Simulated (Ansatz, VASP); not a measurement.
Na in VASP and in Ansatz

```xyz
1
Lattice="2.6191 0.0000 0.0000 0.0000 2.6191 0.0000 0.0000 0.0000 2.6191" Properties=species:S:1:pos:R:3 pbc="T T T"
Na    0.0000    0.0000    0.0000
```

Change from the starting cell: volume scaled by 0.45, LAPW.

Alike in both runs: task single point; functional PBE; k mesh 12 × 12 × 12; occupations fermi-dirac, width 0.05 eV; no spin polarisation.

```csv
,VASP,Ansatz
version,VASP 6.6.1,Ansatz 0.2.0
potentials or method,"VASP PAW PBE potentials, release 64 (Na_pv), cutoff 520 eV","all-electron LAPW, scalar-relativistic"
```

|  | VASP | Ansatz | Ansatz less VASP |
| --- | --- | --- | --- |
| pressure (GPa) | 21.6 | 21.6 | -0.07 |

Ansatz ran all-electron here, so the differences hold the error of VASP's frozen core and of both bases.

Caveats: so large a pressure means that the cell lies far from this level's equilibrium, or that cutoff or potentials fall short (VASP).
